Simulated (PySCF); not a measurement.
**Computed NMR parameters against published values**

Bonds (- single, = double, # triple, : aromatic): N1#C2 1.141 Å, C2-C3 1.447 Å, C3-C4 1.447 Å, C4#N5 1.141 Å. C3 carries H6, H7.

Measured values that the calculation should reproduce:  Coupling constants: 1J(C3,H6) 145.2 Hz, 2J(H6,H7) -20.4 Hz.

Computed data (PySCF 2.14): structure optimised with GFN2-xTB, GIAO PBE0/pcSseg-1 shieldings, spin–spin couplings from B3LYP/pcJ-1. One averaged value for each set of equivalent atoms, one conformer, non-relativistic Hamiltonian, no solvent model.

**Question.** What does the calculation give, and how does it compare?

**Answer.** 
Coupling constants in Hz:
| coupling | reference | computed | source |
| --- | --- | --- | --- |
| 1J(C3,H6) | 145.2 | 147.3 | measured; liquid or solution (compiled); San Fabian, Garcia de la Vega, Suardiaz et al., Magn. Reson. Chem. 2013, 51, 775 (SI) |
| 2J(H6,H7) | -20.4 | -20.4 | measured; UCL NMR lecture notes, Spin-Spin Coupling (L3_3_97) |
